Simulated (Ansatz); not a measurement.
The system is CoPdO2.

```
CELL_PARAMETERS angstrom
1.43169 0.82659 5.95777
-1.43169 0.82659 5.95777
0.00000 -1.65317 5.95777
ATOMIC_POSITIONS crystal
Pd 0.00000 0.00000 0.00000
Co 0.50000 0.50000 0.50000
O 0.11248 0.11248 0.11248
O 0.88752 0.88752 0.88752
```

The cell is a database's computed one.

Base run:

| Quantity | Value |
| --- | --- |
| Program | Ansatz 0.2.0 |
| Functional | PBE |
| Potentials or basis | Ansatz PAW |
| Cutoff | 420 eV (not typed: the program's choice for these potentials) |
| k mesh | 9 × 9 × 9 |
| Occupations | fermi-dirac, width 0.05 eV |
| Spin | collinear spin, ferromagnetic start |
| Starting moments | [0.0, 1.5, 0.0, 0.0] μB |
| Fixed moment | 1.5 μB |

Its results: pressure 5.7 GPa; site moments Pd +0.30; Co +0.95; O +0.05 μB; largest force 0.064 eV/Å.

**Question.** After a change of settings the same cell gave: pressure 11.9 GPa; site moments Pd +0.21; Co +1.81; O +0.14 μB; largest force 1.069 eV/Å. Which change was it?
A. fixed moment from 1.5 μB to 3 μB; moments at the start from [0.0, 1.5, 0.0, 0.0] to [0.0, 3.0, 0.0, 0.0]
B. fixed moment from 1.5 μB to 4 μB; moments at the start from [0.0, 1.5, 0.0, 0.0] to [0.0, 4.0, 0.0, 0.0]
C. fixed moment from 1.5 μB to 1 μB; moments at the start from [0.0, 1.5, 0.0, 0.0] to [0.0, 1.0, 0.0, 0.0]
D. fixed moment from 1.5 μB to 2.5 μB; moments at the start from [0.0, 1.5, 0.0, 0.0] to [0.0, 2.5, 0.0, 0.0]

**Answer.** D.

Caveats: the total moment is fixed, so each spin has its own Fermi level; a cell with one magnetic atom can't hold antiferromagnetic order, which such compounds often take; the thresholds are loose for stress; forces of over 1 eV/Å show positions far from the minimum, so gaps and moduli don't describe the material at rest (some runs).
